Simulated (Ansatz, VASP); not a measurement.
# HfC, level by level in two programs

```
Hf C
1.0
     0.00000    2.32500    2.32500
     2.32500    0.00000    2.32500
     2.32500    2.32500    0.00000
Hf C
1 1
Direct
  0.50000 0.50000 0.50000
  0.00000 0.00000 0.00000
```

Single points on this cell with VASP 6.6.1 and Ansatz 0.2.0. Each row is one pair of runs. Alike in all rows: spin: off; k mesh: 10 × 10 × 10; VASP's potentials, cutoff: VASP PAW PBE potentials, release 64 (Hf_pv, C), 520 eV; Ansatz's potentials, cutoff: Ansatz PAW, 420 eV.

```csv
level,smearing,"gap on the k mesh at the Fermi level (eV), VASP","gap on the k mesh at the Fermi level (eV), Ansatz","pressure (GPa), VASP","pressure (GPa), Ansatz"
PBE,"fermi-dirac, width 0.05 eV",none,none,-0.4,0.2
PBE,"gaussian, width 0.012 eV",none,none,-0.5,0.2
PBEsol,"fermi-dirac, width 0.05 eV",none,none,-7.0,-6.5
```

Pressure (GPa): the two programs differ by at most 0.66.

A gap of «none» marks a metal or a gap that the smearing closes.

Caveats: the PAW data sets were made with another functional, which shifts forces and pressure a little (VASP); the PAW data sets come from PBE, with cores solved anew for the run's functional, which leaves a small shift of forces and pressure (Ansatz).
